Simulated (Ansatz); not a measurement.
# SnSe (Fm-3m): convergence test of the k-point mesh, by script

Aim: a convergence test of the k-point mesh, for SnSe (Fm-3m), run from a script.

Computed with Ansatz 0.2.0 through its Python package. Level of theory: DFT PBE, plane waves, PAW.

## Step 1: Starting point

Symmetry: Fm-3m, No. 225, cubic system. The conventional cell has a = 6.020 Å, b = 6.020 Å, c = 6.020 Å, α = 90.00°, β = 90.00°, γ = 90.00°. Sn (site symmetry m-3m) is surrounded by 6 Se at 3.01 Å. Se (site symmetry m-3m) is surrounded by 6 Sn at 3.01 Å.

No structure file is read: the coordinates are typed or built in the script.

## Step 2: The code

Input file snse_kconv.py:

```python
"""Convergence of SnSe with the k-point mesh."""

import ansatz as az

system = (
    az.Lattice.fcc(6.02)
    .space_group(225)
    .atom("Sn", (0.0, 0.0, 0.0))
    .atom("Se", (0.5, 0.0, 0.0))
    .primitive()
)

model = system.calculation()
model = model.occupations("fixed")
model = model.pseudopotentials("paw").functional("pbe")
model = model.scf(tolerance=1e-07).forces()
model = model.stress()

rows = []
for value in [(2, 2, 2), (3, 3, 3), (4, 4, 4), (5, 5, 5), (7, 7, 7), (8, 8, 8)]:
    r = model.kpoints(*value).run().report
    rows.append((value, r["free_energy_ev"] / len(r["lattice"]["sites"]), r["n_iterations"], sum(r["stress_gpa"][i][i] for i in range(3)) / 3, max(abs(f) for row in r["forces_ev_ang"] for f in row), r["n_kpoints"]))

print("        mesh   F/atom (eV)    iterations       P (GPa)  max force (eV/A)      k-points")
for row in rows:
    print(f"{str(row[0]):>12s}  {row[1]:12.5f}  {row[2]:12d}  {row[3]:12.3f}  {row[4]:16.4f}  {row[5]:12d}")

# differences from the last row
for row in rows[:-1]:
    shift = 1000 * (row[1] - rows[-1][1])
    print(f"{row[0]}: {shift:+.2f} meV/atom" + ("  (within 2 meV)" if abs(shift) < 2 else ""))
```

## Step 3: The calls as engine input

The package turns the script's settings into the engine's input (first run):

```yaml
crystal:
  lattice:
    bravais: fcc
    a: 6.02
  space_group: 225
  atoms:
    - { symbol: Sn, position: [0.0, 0.0, 0.0] }
    - { symbol: Se, position: [0.5, 0.0, 0.0] }
  reduce_to_primitive: true
kpoints:
  mp_grid:
    grid: [2, 2, 2]
hamiltonian:
  xc: pbe
  pseudopotentials:
    kind: paw
scf:
  convergence:
    dr2_threshold: 1.0e-07
  occupations:
    method: fixed
output:
  forces: true
  stress: true
```

## Step 4: Running it

On the command line:

```console
$ python snse_kconv.py
```

Output:

```text
DeckWarning: basis.ecutwfc = 420 eV, auto-derived from the records' recommended cutoffs: set by Sn (normal level)
DeckWarning: output.stress: scf.convergence.dr2_threshold = 1e-7 eV (the SCF's general default) is looser than the 2e-10 eV advised for a printed stress (1e-10 eV for each atom of the cell: 2). What an SCF threshold leaves in a stress goes as its square root, and in the free energy as the threshold itself, and one [...]
        mesh   F/atom (eV)    iterations       P (GPa)  max force (eV/A)      k-points
   (2, 2, 2)   -5746.49052             6        -0.694            0.0000             3
   (3, 3, 3)   -5747.18920             6        -0.612            0.0000             4
   (4, 4, 4)   -5747.10416             6        -0.427            0.0000             8
   (5, 5, 5)   -5747.09311             6         0.766            0.0000            10
   (7, 7, 7)   -5747.08098             7         0.968            0.0000            20
   (8, 8, 8)   -5747.08072             7         0.925            0.0000            29
(2, 2, 2): +590.20 meV/atom
(3, 3, 3): -108.48 meV/atom
(4, 4, 4): -23.45 meV/atom
(5, 5, 5): -12.39 meV/atom
(7, 7, 7): -0.26 meV/atom  (within 2 meV)
```

(Warnings from the package without file and line, shortened.)

Wall time 3.4 s (1 thread, shared host).

## Step 5: What changed from run to run

The engine's inputs for some of the other runs:

Run 2, against run 1:

```diff
@@ -12 +12 @@
-    grid: [2, 2, 2]
+    grid: [3, 3, 3]
```

Run 3, against run 1:

```diff
@@ -12 +12 @@
-    grid: [2, 2, 2]
+    grid: [4, 4, 4]
```

Run 6, against run 1:

```diff
@@ -12 +12 @@
-    grid: [2, 2, 2]
+    grid: [8, 8, 8]
```

Lines on the test bed's own set-up are left out of the output.

## Step 6: The engine's runs

The 6 runs, in the order started:

```csv
run,k mesh,energy from run 6 (meV/atom),pressure (GPa),gap on the mesh (eV),SCF cycles,CPU time (s)
1,"[2, 2, 2]",590.20,-0.69,0.62,6,0.32
2,"[3, 3, 3]",-108.48,-0.61,1.99,6,0.23
3,"[4, 4, 4]",-23.45,-0.43,0.57,6,0.3
4,"[5, 5, 5]",-12.39,0.77,0.94,6,0.36
5,"[7, 7, 7]",-0.26,0.97,0.79,7,0.59
6,"[8, 8, 8]",0.00,0.93,0.58,7,0.85
```

## Step 7: What came out

| quantity | value |
| --- | --- |
| runs compared | 6 |
| last run but one, from the last | -0.26 meV/atom |
| within 5 meV/atom of the last run from | [7, 7, 7] |

In words: From 7×7×7 on it stays within 2 meV an atom of the value at 8×8×8; the first row (2×2×2) is off by 590.2 meV and the last but one by 0.26 meV. That rests on few rows after larger swings, so the series isn't shown to be converged. It goes up and down, since the sum over k-points isn't variational. The pressure moves from -0.69 to 0.93 GPa. Reading the output:
- Forces vanish by symmetry here and test nothing.
- Pressure is positive in compression.
- Shifts are counted from the finest mesh, which is itself no proven limit.
